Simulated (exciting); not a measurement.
Crystal: PtS2.

```
Pt S
1.0
     3.54320    0.00000    0.00000
    -1.77160    3.06850    0.00000
     0.00000    0.00000    5.03880
Pt S
1 2
Direct
  0.00000 0.00000 0.00000
  0.66667 0.33333 0.77300
  0.33333 0.66667 0.22700
```

Base run:

```yaml
Program: exciting (release sodium)
Functional: PBE
Potentials_or_basis: all-electron LAPW+lo, shipped species files, valence relativity iora*
rgkmax: 7.5
k_mesh: 9 × 9 × 5
Occupations: fermi-dirac, width 0.05 eV
Spin: no spin polarisation
```

Its results: band gap on the k mesh 1.02 eV, indirect (least direct gap 1.07 eV).

Problem. The run is repeated on the same cell with these changes: k mesh from 9 × 9 × 5 to 7 × 7 × 4; spin from no spin polarisation to spin-orbit coupling, no magnetisation. What comes out?

Solution. Band gap on the k mesh 0.86 eV, indirect (least direct gap 1.02 eV).

Several settings changed at once, so the effect can't be laid on one alone.

Caveats: spin-orbit coupling is left out, which moves the levels of the heavy elements (some runs).

Not every run made on this cell is shown here.
